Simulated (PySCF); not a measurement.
Reproducing measurements on pyridine

**What was measured.**

From NIST CCCBDB Release 22 (SRD 101), experimental dipoles, for the gas: dipole moment (microwave Stark effect) 2.19 D.

NIST CCCBDB Release 22 (SRD 101), experimental polarizabilities lists, for the gas: mean polarisability 9.493 Å³.

How close the calculation comes is told at the end.

Compound: pyridine, C₅H₅N.
SMILES with atom numbers: `[cH:1]1[cH:2][cH:3][n:4][cH:5][cH:6]1` (hydrogens: H7 on C1; H8 on C2; H9 on C3; H10 on C5; H11 on C6)

Cartesian coordinates in Å at the GFN2-xTB level; atoms count from 1:
```xyz
11
C5H5N angstrom
C      0.0722    1.1856   -0.0233
C      1.2195    0.4086    0.0031
C      1.0771   -0.9707    0.0253
N     -0.0950   -1.5813    0.0242
C     -1.1852   -0.8346    0.0007
C     -1.1604    0.5520   -0.0243
H      0.1373    2.2644   -0.0423
H      2.1999    0.8597    0.0067
H      1.9415   -1.6217    0.0453
H     -2.1220   -1.3770    0.0023
H     -2.0795    1.1176   -0.0435
```

The PySCF runs (gas phase, on this GFN2-xTB geometry; no spin–orbit coupling):

| level | job | basis functions | wall time |
| --- | --- | --- | --- |
| PBE0/pcSseg-1 | shieldings, ring-centre shieldings, charges and field gradients | 127 | 8.6 s |
| wB97X-D/def2-SVPD | 8 singlets by full TDDFT, 3 Tamm–Dancoff triplets, polarisability | 160 | 18 s |
| B3LYP/pcJ-1 | spin–spin couplings from 11 perturbed nuclei, spin–dipole term for 1 of them | 212 | 22 s |

Hardware: one thread of an Arm Neoverse V2, no GPU, on a shared host.

Results beside the measurements:

**Dipole moment.** Measured: 2.19 D (NIST CCCBDB Release 22 (SRD 101), experimental dipoles).

| level | computed (D) | computed − measured (D) | % (from the printed values) |
| --- | --- | --- | --- |
| PBE0/pcSseg-1 | 2.23 | +0.04 | +2 |
| wB97X-D/def2-SVPD | 2.26 | +0.07 | +3 |
| B3LYP/pcJ-1 | 2.22 | +0.03 | +1 |

Closest is B3LYP/pcJ-1 (+0.03 D), furthest wB97X-D/def2-SVPD (+0.07 D); one molecule doesn't rank methods. All 3 levels lie above the measurement. The computed dipoles belong to one fixed geometry; measured ones are averaged over vibrations unless marked μe. Magnitudes are compared, not signs.

**Mean polarisability.** Measured: 9.493 Å³ (NIST CCCBDB Release 22 (SRD 101), experimental polarizabilities).

```
            level  computed (Å³)  computed − measured (Å³)  % (from the printed values)
wB97X-D/def2-SVPD          9.016                    -0.477                           -5
```

The computed values are static and purely electronic, with core orbitals frozen in the response (1 au = 0.148185 Å³). The table of measured values doesn't say here whether a value is static or optical, or holds a vibrational part.

The geometry is computed, not the measured one. Where a level misses, the cause wasn't examined.
